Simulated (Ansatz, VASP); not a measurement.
Two plane-wave programs on C

File INCAR:

```
ALGO = Fast
EDIFF = 1E-6
ENCUT = 520
GGA = PE
ISIF = 2
ISMEAR = -1
LASPH = T
LCHARG = F
LREAL = F
LWAVE = F
NBANDS = 11
NELM = 60
PREC = Accurate
SIGMA = 0.05
```

The input KPOINTS:

```
k-points
0
Gamma
  13 13 8
```

POSCAR

```
C
1.0
    2.1273203072     -1.2282824400      0.0000000000
    2.1273203072      1.2282824400      0.0000000000
   -1.3790696309      0.0000000000      3.5028300786
C
2
Direct
    0.1666444700      0.1666444700      0.9999069600
    0.8333555300      0.8333555300      0.0000930400
```

input.yaml

```yaml
crystal:
  lattice:
    - [2.1273203072, -1.22828244, 0.0]
    - [2.1273203072, 1.22828244, 0.0]
    - [-1.3790696309, 0.0, 3.5028300786]
  atoms:
    - { symbol: C, position: [0.16664447, 0.16664447, 0.99990696] }
    - { symbol: C, position: [0.83335553, 0.83335553, 9.304e-05] }
hamiltonian:
  xc: pbe
  pseudopotentials: { kind: paw }
kpoints:
  mp_grid: { grid: [13, 13, 8] }
scf:
  occupations: { method: fermi_dirac, width: 0.05 }
output:
  forces: true
  stress: true
  eigenvalues: true
  write_density: true
  write_potential: true
  elf: true
  volumetric_format: npy
```

Change from the starting cell: strain = 0.0.

Alike in both runs: task single point; functional PBE; k mesh 13 × 13 × 8; occupations fermi-dirac, width 0.05 eV; no spin polarisation.

```csv
,VASP,Ansatz
version,VASP 6.6.1,Ansatz 0.2.0
potentials or method,"VASP PAW PBE potentials, release 64 (C)",Ansatz PAW
plane-wave cutoff (eV),520,420
valence electrons in the cell,8,8
```

```tsv
	VASP	Ansatz	Ansatz less VASP
gap on the k mesh at the Fermi level (eV)	0.93	0.93	0.000
least direct gap on the mesh (eV)	0.94	0.94	0.000
pressure (GPa)	4.2	3.8	-0.43
largest component of the traceless stress (GPa)	2.13	1.60	-0.525
```

Caveats: this functional lacks dispersion, which binds the layers, so the pressure and a relaxed spacing across them are unreliable; an odd mesh through Γ misses points on the zone boundary, where band edges often lie (VASP); odd divisions of the mesh miss points on the zone boundary, where band edges often lie, so the gap on the mesh can be too wide (Ansatz); the pressure holds a Pulay correction of +0.5 GPa for the finite cutoff (Ansatz).
